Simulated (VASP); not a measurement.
Input of a VASP 6.6.1 run:

Contents of INCAR:

```
PREC = Accurate
ENCUT = 600
EDIFF = 1E-6
ISMEAR = 0
SIGMA = 0.02
LREAL = F
LASPH = T
NELM = 120
ALGO = Normal
ISIF = 3
LWAVE = F
LCHARG = F
GGA = PE
IBRION = 2
NSW = 80
EDIFFG = -0.005
KPAR = 2
```

The input KPOINTS:

```
regular mesh
0
Gamma
  10 10 10
```

The input POSCAR:

```
AlP
1.0
    0.0000000000      2.7364837000      2.7364837000
    2.7364837000      0.0000000000      2.7364837000
    2.7364837000      2.7364837000      0.0000000000
Al P
1 1
Direct
    0.0000000000      0.0000000000      0.0000000000
    0.2500000000      0.2500000000      0.2500000000
```

Potentials or basis: VASP PAW PBE potentials, release 64 (Al, P).

The run is started by

```console
$ cat potpaw_PBE.64/Al/POTCAR potpaw_PBE.64/P/POTCAR > POTCAR
$ mpirun -np 2 vasp_std > vasp.out
```

Q: Estimate the relaxed cell.

A: a = 3.893 Å, b = 3.893 Å, c = 3.893 Å, α = 60.00°, β = 60.00°, γ = 60.00°.

Q: Estimate the relaxed volume.

A: 20.86 Å³/atom.

Final structure:
```
Al P
1.0
     0.00000    2.75287    2.75287
     2.75287    0.00000    2.75287
     2.75287    2.75287    0.00000
Al P
1 1
Direct
  0.00000 0.00000 0.00000
  0.25000 0.25000 0.25000
```
